How much does a crystal swell when only the density functional is changed? Grey tin, the diamond-structured form of the element, gives a clear case: the atoms and their arrangement stay the same, yet the preferred volume moves by several per cent. The size of that move can be worked out on paper if the change of functional is pictured as a pressure acting from inside the crystal.

All-electron LAPW density functional calculations with FLEUR MaX-R8.1 (later development tree) for grey tin (two-atom cell), without spin polarisation, spin–orbit coupling or dispersion correction. Each row is a fit to energies at five volumes, with a 7 × 7 × 7 k mesh and 0.05 eV Fermi–Dirac smearing; the plane-wave cutoff is 4.12 bohr⁻¹, but 3.8 bohr⁻¹ for BH and WC.

```
functional  equilibrium volume (Å³/atom)  bulk modulus (GPa)  bulk modulus slope
       LDA                         33.90               44.80               5.440
    PBEsol                         34.98               41.10               5.260
    r2SCAN                         35.45               43.20               4.460
      AM05                         35.19               40.10               5.280
        BH                         33.58               48.20               6.900
       MJW                         33.96               44.60               5.430
        WC                         34.95               40.10               6.990
```

**The first row: LDA as the spring**

The local density approximation, LDA, supplies the reference. Its equilibrium volume is the volume of lowest energy, and its bulk modulus tells how strongly the crystal resists leaving it. A modulus of 44.8 GPa means that a pressure of 1 GPa changes the volume by a little over 2 %. Swelling is counted here from the LDA volume.

Another functional adds its own energy to the LDA curve. A constant addition would move nothing. If the addition becomes more favourable as the crystal expands, however, it pushes outwards, and the crystal grows until the LDA spring balances the push:

$$V \approx V_{\mathrm{LDA}}\left(1+\frac{P}{B_{\mathrm{LDA}}}\right),\qquad P=\frac{G}{\Delta V}$$

Here $V$ is the equilibrium volume per atom, $B$ the bulk modulus and $P$ the outward push. $G$ is the extra energy that the new functional gains over LDA when the cell is expanded by $\Delta V$. Two energies per functional are enough, one for a compressed and one for an expanded cell.

**PBEsol: the rule worked in full**

PBEsol is a generalised gradient approximation, or GGA: it looks at how fast the electron density varies as well as at its local value. Gradient corrections to exchange favour densities that vary strongly relative to their own size. Stretching a crystal thins out the density between the atoms and makes it more uneven in this sense. Theory therefore leads one to expect an outward push.

The calculated energies show it. Between the smallest and the largest cell, 4.056 Å³ per atom apart, the LDA energy falls by 7 meV per atom and the PBEsol energy by 43 meV. The extra gain is the difference, 36 meV, and the rest is arithmetic, with 1 eV/Å³ equal to 160.2 GPa:

$$P=\frac{0.036}{4.056}\times160.2\approx1.42\ \mathrm{GPa},\qquad V\approx33.90\left(1+\frac{1.42}{44.8}\right)\approx34.97\ \text{Å}^3$$

The table has 34.98 Å³. So close a match should not be over-read, because the energies are given to 1 meV and a change of that size already moves the estimate by 0.03 Å³. The same energies also entered the curve from which the tabulated volume was taken. The agreement therefore checks the short cut against the full curve; it does not foretell what a functional will do before its energies are known.

**r2SCAN: a larger push, and a surprise**

r2SCAN also uses the kinetic energy density of the electrons. The outputs do not show whether this dependence entered the potential as well or only the energy, so the row is less secure than those of the GGAs. Its extra gain over LDA is 55 meV. The same steps give a push of 2.17 GPa, a swelling of 4.8 % and a volume of 35.54 Å³. The computed value is about 0.1 Å³ smaller. This is the largest miss in the table, and it belongs to the row that moves furthest.

The surprise is that the rule works so well at this distance. A stretched crystal grows softer, so a constant push should carry it further than the simple formula says. When this softening of LDA is included and the push is held constant, the estimate for r2SCAN becomes worse and overshoots by 0.4 Å³. Something must hold the expansion back.

The energies suggest what it is. Of the 55 meV, r2SCAN gains 30 meV in the lower half of the volume range and only 25 meV in the upper half. The push fades as the cell grows, and this roughly makes up for the softer spring. The three GGAs show the same tendency. In their case the differences are only 2 to 4 meV, close to the rounding of the energies, but the fitted curves point the same way: a constant push on a softening crystal overshoots for them as well, and each GGA is stiffer, by 2 to 4 GPa, than LDA stretched to the same volume.

The fading also shows in the modulus: r2SCAN is stiffer than the three GGAs despite its larger volume. LDA stretched to the r2SCAN volume would have a modulus of only about 35 GPa, whereas r2SCAN has 43 GPa. A push that weakens on expansion and strengthens on compression acts as an additional spring, worth roughly 7 GPa here. That figure is coarse, since 1 meV between the two halves changes it by more than 1 GPa. It agrees with the gap of about 8 GPa between the two moduli, but both come from the same energy curves, so the agreement is a check of consistency and not a separate cause.

**AM05: a rule without any energies**

AM05, another GGA, follows the pattern of PBEsol with a slightly stronger push. The GGAs are in fact so alike that one typical push, about 1.5 GPa, can stand for all three. It places them near 35.05 Å³, and each computed volume lies within 0.15 Å³ of that. Since the typical push is the average over these same three rows, this measures how similar they are and does not test the rule on new cases. For r2SCAN the typical push falls short by 0.4 Å³.

**BH and MJW: almost no push**

These two are local functionals like LDA. They share its exchange and differ in how they describe the correlation of the uniform electron gas, so only a small push is expected. Their volumes stay within 1 % of the LDA value. MJW can hardly be told apart from LDA. BH contracts slightly, and the rule gives the right direction. An inward push is what theory leads one to expect, because its correlation energy grows more strongly with density than that of the usual LDA forms. This row was run with a smaller plane-wave cutoff, however, so the size of its shift mixes functional and basis set.

**WC: where the cutoff shows**

WC is the third GGA, and its volume lies within 0.03 Å³ of that of PBEsol. It shares the smaller cutoff with BH, however, so part of this closeness may be chance. These two rows also have the highest bulk modulus slopes, the rate at which the modulus grows with pressure, although one functional is local and the other is not. The high slopes therefore probably come from the smaller cutoff and should not be read as a property of these two functionals. The slope is fragile in any case: the WC and PBEsol energies differ by a constant to within 1 meV at all five volumes, so the gap between their slopes rests on less than that. The cutoff may affect the modulus too. Adding the fading push to the stretched LDA spring overestimates the WC modulus by about 3 GPa. The miss goes with the high slope: the fading, about 5 GPa, is measured in the middle of the volume range, whereas at its own, larger volume WC is only about 2 GPa stiffer than stretched LDA.

Over the six rows other than LDA, the two-energy rule has a typical error of 0.05 Å³, while the volumes themselves spread over almost 2 Å³; the printed analysis below gives every row. It has been tried for shifts of up to 5 % in this one solid, and the push of 1.5 GPa belongs to grey tin. For the larger shifts the accuracy rests on the softer spring and the fading push nearly cancelling, which another crystal need not repeat. For another crystal, take one compressed and one expanded cell, centred near the equilibrium volume of the old functional, and find how much more energy the new functional gains on expansion than the old one. Dividing this gain by the difference in volume gives the push, and dividing the push by the old bulk modulus gives the fractional swelling. For the same push, a softer crystal swells more.

Output of the analysis:

```
Push rule:
     row  energy change smallest to largest volume (meV)  extra gain over LDA (meV)  outward push (GPa)  swelling over LDA (%)  estimated volume (A^3)  computed volume (A^3)  estimate less computed (A^3)
     LDA                                              -7                          0                   0                      0                    33.9                   33.9                             0
  PBEsol                                             -43                         36               1.422                  3.174                   34.98                  34.98                     -0.004035
  r2SCAN                                             -62                         55               2.172                  4.849                   35.54                  35.45                       0.09384
    AM05                                             -50                         43               1.698                  3.791                   35.19                  35.19                      -0.00482
      BH                                               2                         -9             -0.3555                -0.7935                   33.63                  33.58                       0.05101
     MJW                                             -10                          3              0.1185                 0.2645                   33.99                  33.96                       0.02966
      WC                                             -43                         36               1.422                  3.174                   34.98                  34.95                       0.02596
Softening and fading:
     row  volume miss with softening LDA and constant push (A^3)  gain in lower half (meV)  gain in upper half (meV)  LDA modulus stretched to this volume (GPa)  stiffening by fading push (GPa)  sum (GPa)  computed modulus (GPa)
     LDA                                                       0                         0                         0                                        44.8                                0       44.8                    44.8
  PBEsol                                                   0.122                        19                        17                                       37.77                            2.633      40.41                    41.1
  r2SCAN                                                  0.4131                        30                        25                                       35.13                            6.583      41.71                    43.2
    AM05                                                  0.1803                        23                        20                                       36.56                             3.95      40.51                    40.1
      BH                                                 0.05767                        -4                        -5                                       47.17                            1.317      48.49                    48.2
     MJW                                                 0.03044                         1                         2                                       44.37                           -1.317      43.05                    44.6
      WC                                                   0.152                        20                        16                                       37.95                            5.266      43.22                    40.1
Volume span between the two energies (A^3/atom): 4.056
Rms miss of push rule over the six rows other than LDA (A^3): 0.04655
Rms miss with softening LDA and constant push over the same six rows (A^3): 0.2022
Volume shift caused by 1 meV in the energy gain (A^3): 0.02989
Stiffening caused by 1 meV difference between the halves (GPa): 1.317
Typical push of the three GGAs (GPa): 1.514
Swelling over LDA from the typical push (%): 3.38
Volume from the typical push (A^3): 35.05
Largest miss of the typical push among the three GGAs (A^3): 0.1443
Typical push estimate less computed volume for r2SCAN (A^3): -0.4043
```
